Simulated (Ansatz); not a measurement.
## Zn: strain energy, fitted

Zn, Fm-3m, a = 3.929 Å. This isn't the element's structure at ambient conditions. Ansatz: PBE, PAW, 420 eV, Γ-centred 16×16×10 mesh on 2 atoms, Gaussian smearing 0.10 eV; no spin polarisation. Series: equal strain along all axes, cell held, atoms fixed by symmetry; x is the strain in per cent. y is the free energy over the unstrained cell, V0 = 15.161 Å³/atom.

```tsv
x (%)	y (meV/atom)
-3.0	?
-2.0	12.79
-1.0	3.07
0.0	0.00
1.0	2.80
2.0	10.74
3.0	23.17
```

Fit y = c2 x² + c3 x³ to the other rows, turn c2 into a modulus, and predict the missing energy.

Least squares on the rows shown. y = 2.9457 x² − 0.12444 x³. In eV per unit strain² c2 is 29.46; the stiffness is B for this strain (E = 9/2 B V0 ε², shape held): 2 × 29.46 × 160.2 / (9 × 15.161) = 69 GPa. At x = -3.0 the fit asked for gives 29.87 meV/atom. The run gave 30.05 meV/atom, so the fit is 0.18 meV/atom too low, 0.6 % of the span of the series, against an rms of 0.03 meV/atom on the fitted rows. The row lies outside the fitted range. With a term in x⁴ added, a fit to the same known rows predicts 30.09 meV/atom, so most of the miss is curvature that the known rows already hold.